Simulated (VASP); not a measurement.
# TiO2 (P3_121) in VASP: a series of runs

Runs on TiO2. Level: LDA. Tasks: single point.

Program: VASP 6.6.1. These are calculated values, not measurements. Logs are shortened: lines on timing, memory, paths and dates and some standing lists are left out, and cuts for length are marked.

### Step 1. The structure

Symmetry: P3_121, No. 152, trigonal system. Conventional cell: a = 5.582 Å, b = 5.582 Å, c = 6.082 Å, α = 90.00°, β = 90.00°, γ = 120.00°. Ti (site symmetry 2) is surrounded by 4 O at 1.81 to 1.82 Å. O (site symmetry 1) is surrounded by 2 Ti at 1.81 to 1.82 Å.

Measurements of this composition are mostly on another form, of space group No. 141.

### Step 2. Single point, LDA

Contents of INCAR:

```
ADDGRID = F
ALGO = Normal
EDIFF = 1E-7
ENCUT = 450
GGA = CA
ISIF = 2
ISMEAR = 0
LASPH = T
LCHARG = F
LREAL = F
LWAVE = F
NBANDS = 46
NELM = 100
PREC = Accurate
SIGMA = 0.5
```

Contents of KPOINTS:

```
k-points
0
Gamma
  3 3 2
```

Contents of POSCAR:

```
TiO2
1.0
    5.5822227355      0.0000000000      0.0000000000
   -2.7911113678      4.8343466985      0.0000000000
    0.0000000000      0.0000000000      6.0824678800
Ti O
3 6
Direct
    0.4669367500      0.0000000000      0.3333333333
    0.0000000000      0.4669367500      0.6666666667
    0.5330632500      0.5330632500      0.0000000000
    0.5810657200      0.8514331800      0.1206639333
    0.7296325400      0.1485668200      0.5460027333
    0.2703674600      0.4189342800      0.7873306000
    0.8514331800      0.5810657200      0.8793360667
    0.1485668200      0.7296325400      0.4539972667
    0.4189342800      0.2703674600      0.2126694000
```

Potentials or basis: VASP PAW LDA potentials, release 64 (Ti_sv, O_s).

The run is started by

```sh
$ cat potpaw_LDA.64/Ti_sv/POTCAR potpaw_LDA.64/O_s/POTCAR > POTCAR
$ mpirun -np 1 vasp_std > vasp.out
```

OUTCAR:

```text
EDIFF = 1E-7
   ENCUT = 450
   GGA = CA
   ISIF = 2
   ISMEAR = 0
   LASPH = T
   LREAL = F
   NELM = 100
   PREC = Accurate

 Found      6 irreducible k-points:

 Following reciprocal coordinates:
            Coordinates               Weight
  0.000000  0.000000  0.000000      1.000000
  0.333333  0.000000  0.000000      6.000000
  0.333333  0.333333  0.000000      2.000000
  0.000000  0.000000  0.500000      1.000000
  0.333333  0.000000  0.500000      6.000000
  0.333333  0.333333  0.500000      2.000000
   k-points           NKPTS =      6   k-points in BZ     NKDIM =      6   number of bands    NBANDS=     46
   number of dos      NEDOS =    301   number of ions     NIONS =      9
   total plane-waves  NPLWV =  67200
   dimension x,y,z NGX =    40 NGY =   40 NGZ =   42
   dimension x,y,z NGXF=    80 NGYF=   80 NGZF=   84
   ions per type =               3   6
   NGX,Y,Z   is equivalent  to a cutoff of  11.91, 11.91, 11.48 a.u.
   NGXF,Y,Z  is equivalent  to a cutoff of  23.83, 23.83, 22.96 a.u.
 SYSTEM =  unknown system
   PREC   = accura    normal or accurate (medium, high low for compatibility)
   ISTART =      0    job   : 0-new  1-cont  2-samecut
   ICHARG =      2    charge: 1-file 2-atom 10-const
   ISPIN  =      1    spin polarized calculation?
   LNONCOLLINEAR =      F non collinear calculations
   LSORBIT =      F    spin-orbit coupling
   LASPH  =      T    aspherical Exc in radial PAW
   ENCUT  =  450.0 eV  33.07 Ry    5.75 a.u.   9.66  9.66 10.52*2*pi/ulx,y,z
   NELM   =    100;   NELMIN=  2; NELMDL= -5     # of ELM steps
   EDIFF  = 0.1E-06   stopping-criterion for ELM
   LREAL  =      F    real-space projection
   EDIFFG = 0.1E-05   stopping-criterion for IOM
   NSW    =      0    number of steps for IOM
   IBRION =     -1    ionic relax: 0-MD 1-quasi-New 2-CG
   NFREE  =      0    steps in history (QN), initial steepest desc. (CG)
   ISIF   =      2    stress and relaxation
   ISYM   =      2    0-nonsym 1-usesym 2-fastsym
   POTIM  = 0.5000    time-step for ionic-motion
   TEBEG  =    0.0;   TEEND  =   0.0 temperature during run
   PSTRESS=    0.0 pullay stress
   NELECT =      72.0000    total number of electrons
   NUPDOWN=      -1.0000    fix difference up-down
   EMIN   =  10.00;   EMAX   =-10.00  energy-range for DOS
   EFERMI =   0.00;   METHOD = LEGACY
   ISMEAR =     0;   SIGMA  =   0.50  broadening in eV -4-tet -1-fermi 0-gaus
   EFERMI_NEDOS =   21; number of points for ismear=-14 and -15
   IALGO  =     38    algorithm
   IMIX   =      4    mixing-type and parameters
     AMIX     =   0.40;   BMIX     =  1.00
     AMIX_MAG =   1.60;   BMIX_MAG =  1.00
  volume/ion in A,a.u.               =      18.24       123.08
  Fermi-wavevector in a.u.,A,eV,Ry     =   1.243877  2.350587 21.051339  1.547230
  Thomas-Fermi vector in A             =   2.378168
   LORBIT       =      0    0 simple, 1 ext, 2 COOP (PROOUT), +10 PAW based schemes
   GGA     = CA    functional components
   LHFCALC =     F    Hartree Fock is set to
   AEXX    =    0.0000 exact exchange contribution
   IVDW    =     0    specifies the selected vdW correction
   LEPSILON=     F    determine dielectric tensor
   LRPA    =     F    only Hartree local field effects (RPA)
 non-spin polarized calculation
 Gauss-broadening in eV      SIGMA  =   0.50
  energy-cutoff  :      450.00
  volume of cell :      164.14
 maximum number of plane-waves:      3566
 NGX is ok and might be reduce to    40
   NGX = 19   NGY = 19   NGZ = 21

 number of electron      72.0000017 magnetization

 Free energy of the ion-electron system (eV)
  ---------------------------------------------------
  ext. energy  EPLUGINS =         0.00000000
  ---------------------------------------------------
  free energy    TOTEN  =       -86.15141028 eV

  energy without entropy =      -86.15140962  energy(sigma->0) =      -86.15140995

 E-fermi :   0.5998     XC(G=0):  -8.6398

 val. band max:       -1.1544860958   @ k =   0.0000   0.0000   0.5000
 cond. band min:       2.2929964404   @ k =   0.0000   0.0000   0.5000
 fundamental gap:      3.4474825362
 Fermi energy:         0.5997828066

 k-point     1 :       0.0000    0.0000    0.0000
  band No.  band energies     occupation
      1     -55.7709      2.00000
      2     -55.7579      2.00000
      3     -55.7579      2.00000
      4     -32.6188      2.00000
      5     -32.5848      2.00000
      6     -32.5848      2.00000
[... 38 lines left out ...]
     45       4.1955      0.00000
     46       4.7855      0.00000

 k-point     2 :       0.3333    0.0000    0.0000
  band No.  band energies     occupation
      1     -55.7682      2.00000
      2     -55.7606      2.00000
      3     -55.7579      2.00000
      4     -32.6134      2.00000
      5     -32.5982      2.00000
      6     -32.5945      2.00000
[... 38 lines left out ...]
     45       4.6150      0.00000
     46       4.8638      0.00000

 k-point     3 :       0.3333    0.3333    0.0000
  band No.  band energies     occupation
      1     -55.7643      2.00000
      2     -55.7643      2.00000
      3     -55.7579      2.00000
      4     -32.6098      2.00000
      5     -32.6020      2.00000
      6     -32.6020      2.00000
[... 38 lines left out ...]
     45       4.5400      0.00000
     46       5.3779      0.00000

 k-point     4 :       0.0000    0.0000    0.5000
  band No.  band energies     occupation
      1     -55.7666      2.00000
      2     -55.7666      2.00000
      3     -55.7537      2.00000
      4     -32.6018      2.00000
      5     -32.6018      2.00000
      6     -32.5999      2.00000
[... 38 lines left out ...]
     45       4.5059      0.00000
     46       5.5204      0.00000

 k-point     5 :       0.3333    0.0000    0.5000
  band No.  band energies     occupation
      1     -55.7666      2.00000
      2     -55.7638      2.00000
      3     -55.7564      2.00000
      4     -32.6143      2.00000
      5     -32.5954      2.00000
      6     -32.5902      2.00000
[... 38 lines left out ...]
     45       4.5281      0.00000
     46       5.2239      0.00000

 k-point     6 :       0.3333    0.3333    0.5000
  band No.  band energies     occupation
      1     -55.7666      2.00000
      2     -55.7600      2.00000
      3     -55.7600      2.00000
      4     -32.6196      2.00000
      5     -32.5944      2.00000
      6     -32.5944      2.00000
[... 38 lines left out ...]
     45       4.4061      0.00000
     46       4.9160      0.00000

------------------------ aborting loop because EDIFF is reached ----------------------------------------

  FORCE on cell =-STRESS in cart. coord.  units (eV):
  Direction    XX          YY          ZZ          XY          YZ          ZX
  --------------------------------------------------------------------------------------
  -------------------------------------------------------------------------------------
  Total       -3.4575079     -3.4575079     -3.5299179      0.0000000      0.0000000      0.0000000
  in kB      -33.7480734    -33.7480734    -34.4548536      0.0000000      0.0000000      0.0000000
  external PRESSURE =     -33.9836668 kB  Pullay stress =       0.0000000 kB

 VOLUME and BASIS-vectors are now :
 -----------------------------------------------------------------------------
  energy-cutoff  :      450.00
  volume of cell :      164.14
      direct lattice vectors                 reciprocal lattice vectors
     5.582222736  0.000000000  0.000000000     0.179140111  0.103426591  0.000000000
    -2.791111368  4.834346699  0.000000000     0.000000000  0.206853183  0.000000000
     0.000000000  0.000000000  6.082467880     0.000000000  0.000000000  0.164406951

 POSITION                                       TOTAL-FORCE (eV/Angst)
 -----------------------------------------------------------------------------------
      2.60654      0.00000      2.02749        -0.000733     -0.000000     -0.000000
     -1.30327      2.25733      4.05498         0.000367     -0.000635      0.000000
      1.48784      2.57701      0.00000         0.000367      0.000635      0.000000
      0.86719      4.11612      0.73393        -0.109981     -0.187405      0.125623
      3.65830      0.71822      3.32104        -0.109981      0.187405     -0.125623
      0.33996      2.02527      4.78891        -0.107307      0.188949      0.125623
      3.13107      2.80907      5.34853        -0.107307     -0.188949     -0.125623
     -1.20715      3.52730      2.76142         0.217288     -0.001544      0.125623
      1.58396      1.30705      1.29355         0.217288      0.001544     -0.125623
 -----------------------------------------------------------------------------------
    total drift:                                0.000002      0.000002     -0.000000

  FREE ENERGIE OF THE ION-ELECTRON SYSTEM (eV)
  ---------------------------------------------------
  free  energy   TOTEN  =       -86.1514102785 eV

  energy  without entropy=      -86.1514096166  energy(sigma->0) =      -86.15140995
```

It took 52 s on 1 thread of Intel Xeon Platinum 8488C (Sapphire Rapids), shared host; peak memory 0.2 GiB.

The run converged, but some of its settings lie outside the range that counts as converged, so its numbers aren't taken as properties of the crystal.

Results:

```yaml
Free_energy: -86.1514 eV
Pressure: -3.4 GPa
Largest_force: 0.251 eV/Å
Band_gap_on_the_k_mesh: 3.45 eV, direct
```

Caveat: the k mesh is coarse (spacing up to 0.52 Å⁻¹), so the values aren't converged; an odd mesh through Γ misses points on the zone boundary, where band edges often lie.

### Step 3. Single point, LDA

INCAR, as its differences from that of step 2:

```diff
@@ -14,2 +14,2 @@
 PREC = Accurate
-SIGMA = 0.5
+SIGMA = 0.1
```

KPOINTS is that of step 2.

POSCAR is that of step 2.

Potentials or basis: VASP PAW LDA potentials, release 64 (Ti_sv, O_s).

The run is started by

```sh
$ cat potpaw_LDA.64/Ti_sv/POTCAR potpaw_LDA.64/O_s/POTCAR > POTCAR
$ mpirun -np 1 vasp_std > vasp.out
```

Run time: 67 s. Hardware: 1 thread of Intel Xeon Platinum 8488C (Sapphire Rapids), shared host; peak memory 0.2 GiB.

The run converged, but some of its settings lie outside the range that counts as converged, so its numbers aren't taken as properties of the crystal.

Results:

```yaml
Free_energy: -86.1514 eV
Pressure: -3.4 GPa
Largest_force: 0.251 eV/Å
Band_gap_on_the_k_mesh: 3.45 eV, direct
```

Caveat: the k mesh is coarse (spacing up to 0.52 Å⁻¹), so the values aren't converged; an odd mesh through Γ misses points on the zone boundary, where band edges often lie.

### Step 4. The reference run

An earlier run on the cell as given: functional PBE; potentials or basis VASP PAW PBE potentials, release 64 (Ti_sv, O); cutoff 520 eV; k mesh 6 × 6 × 5; occupations fermi-dirac, width 0.05 eV; no spin polarisation.

* Pressure: 1.9 GPa
* Largest force: 0.092 eV/Å
* Band gap on the k mesh: 3.61 eV, indirect (least direct gap 3.62 eV)
